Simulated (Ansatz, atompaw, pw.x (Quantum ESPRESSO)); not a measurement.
tungsten (W): does the PAW (atompaw) potential hold in the solid?

```json
{"Element": "tungsten (W)", "Generator": "atompaw 4.2.0.5", "Type": "PAW", "Functional": "PBE", "Relativity": "scalar-relativistic", "Frozen core": "[Kr] 4d10 4f14", "Valence charge": "14", "Reference configuration": "5s2 5p6 5d4 6s2 6p0", "Partial waves": "5s (bound): rc 1.65 bohr; 6s (bound): rc 2.75 bohr; 5p (bound): rc 1.85 bohr; 6p (bound, empty): rc 2.75 bohr; 5d (bound): rc 2.70 bohr; 5d channel at 3.3 Ry: rc 2.70 bohr; 5f channel at -0.15 Ry: rc 2.75 bohr", "Local potential": "vpsmatchnc scheme with l = 4 at 0 Ry, radius 2.50 bohr", "Core correction": "smooth core density matched at 1.65 bohr", "Augmentation charge": "gaussian compensation charge, radius 2.15 bohr; PAW radius 2.75 bohr; waves and projectors: custom polynom vanderbiltortho"}
```

Atomic tests: cutoffs needed: 30 Ry and 45 Ry (the cutoffs (Ry, on a coarse ladder) from which the occupation-weighted sum of valence levels, in a spherical-Bessel basis at the reference potential, stays within 10 and 1 mRy of its value at 400 Ry); ghost test: no extra level below or beside the all-electron valence levels (s, p, d, f tested) (spherical-Bessel basis up to 400 Ry, 20 bohr box); lowest eigenvalue of the overlap operator: 0.37 (s channel).

Crystal test: fcc W in pw.x 7.5, no spin, 14³ k-points, Fermi–Dirac smearing 0.01 Ry, cutoffs 55/550 Ry. The reference is all-electron LAPW (Ansatz 0.2.0) with the same functional, mesh and smearing; V0 and B0 come from Birch–Murnaghan fits to the pressures at five volumes. Errors are pseudo minus all-electron; Δ is the rms difference of the E(V) curves that follow from these fits, minima aligned, over ±6 % about the mean V0. Mesh and smearing are coarse, so the numbers serve the comparison and aren't converged zero-temperature values; the lattice is a test structure that the element need not adopt.

| V (Å³/atom) | P all-electron (GPa) | P pseudo (GPa) |
| --- | --- | --- |
| 15.654 | 15.90 | 13.49 |
| 16.066 | 7.42 | 5.19 |
| 16.478 | -0.06 | -2.17 |
| 16.890 | -6.66 | -8.63 |
| 17.302 | -12.47 | -14.29 |

All-electron: a0 = 4.039 Å (V0 = 16.47 Å³/atom), B0 = 280.9 GPa.

Pseudopotential: mean pressure error (GPa): -2.11; a0 (Å): 4.029; a0 error (%): -0.25; B0 error (%): +1.0; Δ (meV/atom): 7.6. The logarithmic derivative shows an extra or strongly shifted pseudo pole above the reference energy (p near 1.89 Ry).

Problem. At the middle volume, how do free energy and pressure move when the wave cutoff is lowered (ecutrho held at 550 Ry)?

Solution.

```csv
cutoff (Ry),shift of F (meV/atom),shift of P (GPa)
25,+157.7,-0.44
33,+64.7,-2.74
44,+2.1,-0.00
```

Input at the middle volume:

```
&control
  calculation='scf', prefix='x', pseudo_dir='./', outdir='./tmp', tstress=.true., disk_io='none'
/
&system
  ibrav=0, nat=1, ntyp=1, ecutwfc=55, ecutrho=550, nbnd=15,
  occupations='smearing', smearing='fd', degauss=0.01
/
&electrons
  conv_thr=1e-09, mixing_beta=0.4, electron_maxstep=70
/
ATOMIC_SPECIES
W 1.0 W.UPF
CELL_PARAMETERS angstrom
  0.00000000 2.01972156 2.01972156
  2.01972156 0.00000000 2.01972156
  2.01972156 2.01972156 0.00000000
ATOMIC_POSITIONS crystal
W 0.0000 0.0000 0.0000
K_POINTS automatic
14 14 14 0 0 0
```

```bash
pw.x < W.scf.in > W.scf.out
```

Lines of the output:

```
Message from routine setup:
     using ibrav=0 with symmetry is DISCOURAGED, use correct ibrav instead
     lattice parameter (alat)  =       5.3977  a.u.
     unit-cell volume          =     111.1991 (a.u.)^3
     number of electrons       =        14.00
     number of Kohn-Sham states=           15
     kinetic-energy cutoff     =      55.0000  Ry
     charge density cutoff     =     550.0000  Ry
     scf convergence threshold =      1.0E-09
     Exchange-correlation= SLA PW PBX PBC
     number of k points=   104  Fermi-Dirac smearing, width (Ry)=  0.0100
     iteration #  1     ecut=    55.00 Ry     beta= 0.40
     total energy              =    -760.22864943 Ry
     estimated scf accuracy    <       0.06447584 Ry
     iteration #  2     ecut=    55.00 Ry     beta= 0.40
     total energy              =    -760.23044168 Ry
     estimated scf accuracy    <       0.00624245 Ry
     iteration #  3     ecut=    55.00 Ry     beta= 0.40
     total energy              =    -760.23157401 Ry
     estimated scf accuracy    <       0.00080504 Ry
     iteration #  4     ecut=    55.00 Ry     beta= 0.40
     total energy              =    -760.23163173 Ry
     estimated scf accuracy    <       0.00001656 Ry
     iteration #  5     ecut=    55.00 Ry     beta= 0.40
     total energy              =    -760.23164043 Ry
     estimated scf accuracy    <       0.00000240 Ry
     iteration #  6     ecut=    55.00 Ry     beta= 0.40
     total energy              =    -760.23164086 Ry
     estimated scf accuracy    <       0.00000034 Ry
     iteration #  7     ecut=    55.00 Ry     beta= 0.40
     total energy              =    -760.23164093 Ry
     estimated scf accuracy    <       0.00000005 Ry
     iteration #  8     ecut=    55.00 Ry     beta= 0.40
     total energy              =    -760.23164096 Ry
     estimated scf accuracy    <       0.00000001 Ry
     iteration #  9     ecut=    55.00 Ry     beta= 0.40
     the Fermi energy is    20.3499 ev
!    total energy              =    -760.23164096 Ry
     estimated scf accuracy    <          3.9E-11 Ry
     smearing contrib. (-TS)   =      -0.00527823 Ry
     convergence has been achieved in   9 iterations
          total   stress  (Ry/bohr**3)                   (kbar)     P=      -21.65
     Message from routine punch:
     Nothing written, as per user request (disk_io='none')
```

The 8 pw.x runs together took about 2.4 min on one core of a shared server CPU.
